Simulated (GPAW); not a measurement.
Runs of GPAW 26.7.0 on PtS2. Symmetry: P-3m1, No. 164, trigonal system. The conventional cell has a = 3.543 Å, b = 3.543 Å, c = 5.039 Å, α = 90.00°, β = 90.00°, γ = 120.00°. Pt (site symmetry -3m) is surrounded by 6 S at 2.34 Å. Around S (site symmetry 3m) lie 3 Pt at 2.34 Å. 

```csv
task,level,potentials or basis,spin,cell,k mesh,smearing,band path,band points,spin axis theta (degrees),spin axis phi (degrees),soc after scf,gap on the mesh (eV),pressure (GPa),relaxed volume (Å³/atom),largest force (eV/Å)
band structure,PBE,"GPAW PAW data sets (gpaw-data 1.2.1), pw","SOC, no magnetisation",as given,7 × 7 × 4,fermi-dirac 0.05 eV,"GMKGALHA,LM,KH",80,90,45,second variation,0.86,11.8,-,1.29
single point,PBE,"GPAW PAW data sets (gpaw-data 1.2.1), pw",off,as given,9 × 9 × 5,gaussian 0.029 eV,-,-,-,-,-,0.99,11.7,-,1.29
band structure,PBEsol,"PAW data sets generated in the run's folder for this functional, pw",off,as given,7 × 7 × 4,fermi-dirac 0.05 eV,"GMKGALHA,LM,KH",60,-,-,-,(a),(b),-,0.97
band structure,r2SCAN,"GPAW PAW data sets (gpaw-data 1.2.1), pw",off,as given,7 × 7 × 4,fermi-dirac 0.05 eV,"GMKGALHA,LM,KH",60,-,-,-,0.98,9.2,-,1.22
relaxation of cell and atoms,PBE,"GPAW PAW data sets (gpaw-data 1.2.1), pw",off,relaxed,9 × 9 × 5,fermi-dirac 0.05 eV,-,-,-,-,-,1.20,0.0,21.03,0.04
relaxation of cell and atoms,BLYP+D3(BJ),"PAW data sets generated in the run's folder for this functional, pw",off,relaxed,9 × 9 × 5,fermi-dirac 0.05 eV,-,-,-,-,-,none,0.0,17.31,-
band structure,LDA,"the program's PAW data sets (release 1.2.1) made for this functional, pw",off,as given,9 × 9 × 5,fermi-dirac 0.05 eV,"GMKGALHA,LM,KH",100,-,-,-,0.89,3.0,-,0.76
```

Alike in all rows: cutoff (eV) 600.

Problem. Fill in the values left out.

Solution. (a) 0.74; (b) 6.4.

Caveats: spin-orbit coupling is left out, which moves the levels of the heavy elements (some runs); an odd mesh through Γ misses points on the zone boundary, where band edges often lie (some runs); later steps reuse the first step's grids (some runs); spin-orbit coupling was added after a scalar SCF, so levels and gaps hold it while energy, forces, pressure and moments don't (some runs); this program's spin-orbit splittings come out too wide for heavy elements (some runs); forces of over 1 eV/Å show positions far from the minimum, so gaps and moduli don't describe the material at rest (some runs); the PAW data sets were made with another functional, which shifts forces and pressure a little (some runs).

A k mesh can miss the band edges, and rows without SOC leave out spin-orbit coupling on Pt.

A gap of «none» marks a metal or a gap under the smearing width.
